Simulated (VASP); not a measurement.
A run of VASP 6.6.1:

INCAR

```
SYSTEM = Sb
PREC = Accurate ; ENCUT = 480
EDIFF = 1E-7 ; ISMEAR = 0
SIGMA = 0.1 ; LREAL = .FALSE.
LASPH = .TRUE. ; NELM = 100
ALGO = Normal ; ISIF = 3
LWAVE = .FALSE. ; LCHARG = .FALSE.
GGA = PS ; IBRION = 2
NSW = 90 ; EDIFFG = -0.005
```

The input KPOINTS:

```
Automatic mesh
0
G
  12 12 12
  0 0 0
```

The input POSCAR:

```
Sb
1.0
    2.1506000000      1.2416494900      3.7440000000
   -2.1506000000      1.2416494900      3.7440000000
    0.0000000000     -2.4832989800      3.7440000000
Sb
2
Direct
    0.2336400000      0.2336400000      0.2336400000
    0.7663600000      0.7663600000      0.7663600000
```

Potentials or basis: VASP PAW PBE potentials, release 64 (Sb).

The run is started by

```bash
$ cat potpaw_PBE.64/Sb/POTCAR > POTCAR
$ mpirun -np 1 vasp_std > vasp.out
```

Hardware: 1 thread of Intel(R) Xeon(R) Platinum 8375C CPU @ 2.90GHz (Ice Lake), with other jobs on the host.

Problem. Estimate the wall time of this run.

Solution. Wall time 5.9 min on 1 thread of Intel(R) Xeon(R) Platinum 8375C CPU @ 2.90GHz (Ice Lake) (shared host), peak memory 0.24 GiB. Counts: scf iterations 54, k points 189, ion steps 9.
